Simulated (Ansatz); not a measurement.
## Property card for WS$_{2}$

These are results of DFT PBE+D3(BJ), scalar-relativistic, plane waves, PAW (Ansatz 0.2.0), not measurements.

Settings: cutoff 420 eV, Γ-centred mesh 12×12×4 on the computed 6-atom cell, Gaussian smearing of 0.02 eV; no spin polarisation.

The structure is relaxed at this level of theory with its symmetry kept.

```xyz
6
Lattice="3.1542 0.0000 0.0000 -1.5771 2.7316 0.0000 0.0000 0.0000 12.1357" Properties=species:S:1:pos:R:3 pbc="T T T"
W     0.0000    1.8211    9.1018
W     1.5771    0.9105    3.0339
S     0.0000    1.8211    1.4593
S     1.5771    0.9105    7.5272
S     0.0000    1.8211    4.6086
S     1.5771    0.9105   10.6765
```

Q: Kohn–Sham band gap?

A: 0.88 eV, indirect from Γ to (0.174, 0.174, 0.000).

Q: Löwdin character of the top 1 eV of the valence band?

A: W 5d 63 %, S 3p 31 %.

Q: Löwdin character of the lowest 1 eV of the conduction band?

A: W 5d 61 %, S 3p 31 %, unprojected 5 %.

Q: Electron masses at the edge by Cartesian direction of the standard setting (m_e; degenerate bands sorted by energy; no spin-orbit coupling)?

A: x: 0.53; y: 0.52; z: 0.45.

Q: Hole masses at the edge by Cartesian direction of the standard setting (m_e; degenerate bands sorted by energy; no spin-orbit coupling)?

A: x: 0.55; y: 0.55; z: 0.89.

Q: Electronic dielectric constant xx, yy, zz of the standard setting (independent particles)?

A: 14.8, 14.8, 9.7.

Q: Bader charges (e)?

A: W (2 in the cell) 1.36, S (4 in the cell) -0.68.

Spin-orbit coupling is left out, which matters for the bands of heavy elements.